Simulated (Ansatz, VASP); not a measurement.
# BN in VASP and in Ansatz

The input INCAR:

```
ALGO = Normal
EDIFF = 1E-7
ENCUT = 520
GGA = PE
ISIF = 2
ISMEAR = 0
LASPH = True
LCHARG = False
LREAL = False
LWAVE = False
NBANDS = 11
NELM = 80
PREC = Accurate
SIGMA = 0.01
```

Contents of KPOINTS:

```
k-points
0
Gamma
  8 8 8
```

Contents of POSCAR:

```
BN
1.0
    0.0000000000      1.7458259346      1.7458259346
    1.7458259346      0.0000000000      1.7458259346
    1.7458259346      1.7458259346      0.0000000000
B N
1 1
Direct
    0.0000000000      0.0000000000      0.0000000000
    0.5000000000      0.5000000000      0.5000000000
```

Input for Ansatz:

```yaml
crystal:
  lattice:
    - [0.0, 1.7458259346, 1.7458259346]
    - [1.7458259346, 0.0, 1.7458259346]
    - [1.7458259346, 1.7458259346, 0.0]
  atoms:
    - { symbol: B, position: [0.0, 0.0, 0.0] }
    - { symbol: "N", position: [0.5, 0.5, 0.5] }
kpoints:
  mp_grid: { grid: [8, 8, 8] }
hamiltonian:
  xc: pbe
scf:
  occupations: { method: fixed }
  n_extra_bands: 4
  mixing: { ndim: 30 }
  max_iter: 68
output:
  forces: true
  stress: true
  eigenvalues: true
```

Alike in both runs: task single point; functional PBE; k mesh 8 × 8 × 8; no spin polarisation.

|  | VASP | Ansatz |
| --- | --- | --- |
| version | VASP 6.6.1 | Ansatz 0.2.0 |
| potentials or method | VASP PAW PBE potentials, release 64 (B, N) | plane waves |
| plane-wave cutoff (eV) | 520 | 420 |
| occupations | gaussian, width 0.01 eV | fixed |
| valence electrons in the cell | 8 | 8 |

```tsv
	VASP	Ansatz	Ansatz less VASP
gap on the k mesh at the Fermi level (eV)	1.33	1.34	+0.004
pressure (GPa)	3.8	3.9	+0.05
```

A k mesh can miss the band edges.
